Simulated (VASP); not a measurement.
Set up this calculation in VASP 6.6.1, as the native input.

```yaml
Task: band structure
Functional: PBE
Potentials_or_basis: VASP PAW PBE potentials, release 64 (W_sv, C)
Cutoff: 520 eV
k_mesh: 7 × 7 × 5
Occupations: fermi-dirac, width 0.05 eV
Spin: spin-orbit coupling, no magnetisation
Further_INCAR_settings: ALGO = Fast; EDIFF = 1e-06
```

W2C:

```
W C
1.0
     3.07005    0.00000    0.00000
    -1.53502    2.65874    0.00000
     0.00000    0.00000    4.67843
W C
2 1
Direct
  0.66667 0.33333 0.25367
  0.33333 0.66667 0.74633
  0.00000 0.00000 0.00000
```

The cell comes from a database or a generator and needn't be the stable form of this composition.

These files were run (other wordings do the same):

POSCAR

```
W2C
1.0
    3.0700456420      0.0000000000      0.0000000000
   -1.5350228210      2.6587375167      0.0000000000
    0.0000000000      0.0000000000      4.6784280000
W C
2 1
Direct
    0.6666666667      0.3333333333      0.2536690000
    0.3333333333      0.6666666667      0.7463310000
    0.0000000000      0.0000000000      0.0000000000
```

INCAR.step1

```
PREC = Accurate
ENCUT = 520
EDIFF = 1E-6
ISMEAR = -1
SIGMA = 0.05
LREAL = F
LASPH = T
NELM = 60
ALGO = Fast
ISIF = 2
LWAVE = F
LCHARG = T
LNONCOLLINEAR = T
MAGMOM = 0 0 0 0 0 0 0 0 0
LORBIT = 11
LSORBIT = T
GGA_COMPAT = F
LMAXMIX = 4
GGA = PE
```

KPOINTS.step1

```
regular mesh
0
Gamma
  7 7 5
```

INCAR.step2

```
PREC = Accurate
ENCUT = 520
EDIFF = 1E-6
ISMEAR = 0
SIGMA = 0.05
LREAL = F
LASPH = T
NELM = 60
ALGO = Fast
ISIF = 2
LWAVE = F
LCHARG = F
LNONCOLLINEAR = T
MAGMOM = 0 0 0 0 0 0 0 0 0
LORBIT = 11
LSORBIT = T
GGA_COMPAT = F
LMAXMIX = 4
GGA = PE
ICHARG = 11
```

KPOINTS.step2

```
path GMKGALHA,LM,KH
20
line-mode
reciprocal
 0.0000000000  0.0000000000  0.0000000000  G
 0.5000000000  0.0000000000  0.0000000000  M

 0.5000000000  0.0000000000  0.0000000000  M
 0.3333333333  0.3333333333  0.0000000000  K

 0.3333333333  0.3333333333  0.0000000000  K
 0.0000000000  0.0000000000  0.0000000000  G

 0.0000000000  0.0000000000  0.0000000000  G
 0.0000000000  0.0000000000  0.5000000000  A

 0.0000000000  0.0000000000  0.5000000000  A
 0.5000000000  0.0000000000  0.5000000000  L

 0.5000000000  0.0000000000  0.5000000000  L
 0.3333333333  0.3333333333  0.5000000000  H

 0.3333333333  0.3333333333  0.5000000000  H
 0.0000000000  0.0000000000  0.5000000000  A

 0.5000000000  0.0000000000  0.5000000000  L
 0.5000000000  0.0000000000  0.0000000000  M

 0.3333333333  0.3333333333  0.0000000000  K
 0.3333333333  0.3333333333  0.5000000000  H
```

Potentials or basis: VASP PAW PBE potentials, release 64 (W_sv, C).

Command:

```bash
$ cat potpaw_PBE.64/W_sv/POTCAR potpaw_PBE.64/C/POTCAR > POTCAR
$ cp INCAR.step1 INCAR
$ cp KPOINTS.step1 KPOINTS
$ mpirun -np 1 vasp_ncl > vasp.out
$ cp INCAR.step2 INCAR
$ cp KPOINTS.step2 KPOINTS
$ mpirun -np 1 vasp_ncl > vasp.out
```

Run time: 10 min on 1 thread of Intel(R) Xeon(R) Platinum 8488C (Sapphire Rapids) (shared host), peak memory 0.49 GiB.
